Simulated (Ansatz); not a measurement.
# La2O3: the cost of one run

Computed with Ansatz 0.2.0 (DFT PBEsol, scalar-relativistic, unless a step's input says otherwise).

### 1 The starting structure

Symmetry: P321, No. 150, trigonal system. Conventional cell: a = 3.930 Å, b = 3.930 Å, c = 6.120 Å, α = 90.00°, β = 90.00°, γ = 120.00°. La (site symmetry 3) has 3 O at 2.14 Å as nearest neighbours. O (site symmetry 2) has 2 O at 1.70 Å and 2 La at 2.14 Å as nearest neighbours.

Coordinates:

```
La O
1.0
     3.93000    0.00000    0.00000
    -1.96500    3.40348    0.00000
     0.00000    0.00000    6.12000
La O
2 3
Cartesian
  0.0000 2.2690 1.5300
  1.9650 1.1345 4.5900
  0.4913 0.8509 0.0000
  2.9475 0.0000 0.0000
  -1.4738 2.5526 0.0000
```

Atoms are numbered in the order of the input: La1, La2, O3, O4, O5.

### 2 After the deformation

Space group P321 before, P321 after.

### 3 LAPW, all electrons

Input file input.yaml:

```yaml
crystal:
  lattice:
    - [3.9693000713, 0.0, 0.0]
    - [-1.9846500356, 3.437514697, 0.0]
    - [0.0, 0.0, 6.12]
  atoms:
    - { symbol: La, position: [0.3333333333, 0.6666666667, 0.25] }
    - { symbol: La, position: [0.6666666667, 0.3333333333, 0.75] }
    - { symbol: O, position: [0.25, 0.25, 0.0] }
    - { symbol: O, position: [0.75, 0.0, 0.0] }
    - { symbol: O, position: [0.0, 0.75, 0.0] }
kpoints:
  mp_grid: { grid: [6, 6, 4] }
  band_path:
    path:
      - [0.0, 0.0, 0.0]
      - [0.5, 0.0, 0.0]
      - [0.3333333333, 0.3333333333, 0.0]
      - [0.0, 0.0, 0.0]
      - [0.0, 0.0, 0.5]
      - [0.5, 0.0, 0.5]
      - [0.3333333333, 0.3333333333, 0.5]
      - [0.0, 0.0, 0.5]
      - [0.5, 0.0, 0.5]
    npoints: 5
scf:
  occupations: { method: fermi_dirac, width: 0.02 }
hamiltonian:
  xc: pbesol
  pseudopotentials: { kind: all_electron, lapw: { basis_error: 0.001 } }
output:
  forces: true
  stress: true
  eigenvalues: true
```

On the command line:

```bash
ansatz run input.yaml --threads 2 --pin off --max-ram 8192MiB --backend cpu --events-out ev --progress --plain --runs-dir out
```

What time and memory should one allow on 2 threads of Arm Neoverse V2, shared host?

About 85 s, with a peak of 0.56 GiB.
